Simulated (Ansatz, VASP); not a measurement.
# Two plane-wave programs on Pd

Contents of INCAR:

```
PREC = Accurate
ENCUT = 520
EDIFF = 1E-6
ISMEAR = -1
SIGMA = 0.05
LREAL = F
LASPH = T
NELM = 60
ALGO = Normal
ISIF = 2
LWAVE = F
LCHARG = F
GGA = RP
IVDW = 13
NBANDS = 11
```

The input KPOINTS:

```
Automatic mesh
0
Gamma
  12 12 12
```

The input POSCAR:

```
Pd
1.0
    0.0000000000      1.9465000000      1.9465000000
    1.9465000000      0.0000000000      1.9465000000
    1.9465000000      1.9465000000      0.0000000000
Pd
1
Direct
    0.0000000000      0.0000000000      0.0000000000
```

File input.yaml:

```yaml
crystal:
  lattice:
    - [0.0, 1.9465, 1.9465]
    - [1.9465, 0.0, 1.9465]
    - [1.9465, 1.9465, 0.0]
  atoms:
    - { symbol: Pd, position: [0.0, 0.0, 0.0] }
hamiltonian:
  xc: rpbe
  pseudopotentials: { kind: paw }
  dispersion: d4
kpoints:
  mp_grid: { grid: [12, 12, 12] }
scf:
  occupations: { method: fermi_dirac, width: 0.05 }
output:
  forces: true
  stress: true
  eigenvalues: true
```

Alike in both runs: task single point; functional RPBE; dispersion D4; k mesh 12 × 12 × 12; occupations fermi-dirac, width 0.05 eV; no spin polarisation.

|  | VASP | Ansatz |
| --- | --- | --- |
| version | VASP 6.6.1 | Ansatz 0.2.0 |
| potentials or method | VASP PAW PBE potentials, release 64 (Pd) | Ansatz PAW |
| plane-wave cutoff (eV) | 520 | 420 |
| valence electrons in the cell | 10 | 18 |

Ansatz gave:

| Property | Result |
| --- | --- |
| gap on the k mesh at the Fermi level (eV) | none |
| pressure (GPa) | 1.9 |
| dispersion energy (meV/atom) | -956.9 |

**Question.** Which values does VASP return?

**Answer.** gap on the k mesh at the Fermi level (eV): none; pressure (GPa): 1.6; dispersion energy (meV/atom): -956.8.

A gap of «none» marks a metal or a gap that the smearing closes. The two sets of potentials don't hold the same shells in valence.

Caveats: pairwise dispersion overbinds metals, which lowers pressure and volume; the PAW data sets were made with another functional, which shifts forces and pressure a little (VASP); the PAW data sets come from PBE, with cores solved anew for the run's functional, which leaves a small shift of forces and pressure (Ansatz).
